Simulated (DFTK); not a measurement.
Runs of DFTK 0.8.2 on Pt. The structure is cubic, space group Fm-3m (No. 225). Conventional cell: a = 3.922 Å, b = 3.922 Å, c = 3.922 Å, α = 90.00°, β = 90.00°, γ = 90.00°. Pt (site symmetry m-3m) is surrounded by 12 Pt at 2.77 Å. 

```tsv
task	level	potentials or basis	k mesh	cutoff (eV)	valence electrons	SCF solver	gap on the mesh (eV)	pressure (GPa)
band structure	SCAN	SG15 1.2 (PBE)	12 × 12 × 12	1225	Pt 18	-	none	0.0
band structure	r2SCAN	cp2k.nc.sr.pbe.v0_1.largecore.gth (PBE, GTH, large core)	12 × 12 × 12	1415	Pt 10	ScfAndersonSolver	none	(a)
band structure	BJ06	SG15 1.2 (PBE)	12 × 12 × 12	1225	Pt 18	-	none	-
band structure	WC	SG15 1.2 (PBE)	12 × 12 × 12	1225	Pt 18	-	none	3.2
```

Alike in all rows: no spin polarisation; cell as given; smearing fermi-dirac 0.05 eV.

Task: Estimate the missing entries.

Result: (a) 9.2.

Caveats: the potentials were made for another functional, which shifts forces and pressure; spin-orbit coupling is left out, which moves the levels of the heavy elements; GTH potentials come without recommended cutoffs, and this one wasn't checked for convergence (some runs); this set keeps more shells in the core, which shifts pressures and gaps (some runs); the program leaves the constant c of mgga_x_tb09 at 1, so the potential is Becke-Johnson's (BJ06) and not Tran and Blaha's, with levels but no total energy (some runs).

A k mesh can miss the band edges, and the runs leave out spin-orbit coupling on Pt.

A gap of «none» marks a metal or a gap under the smearing width.

Runs at the PBE level aren't shown here.
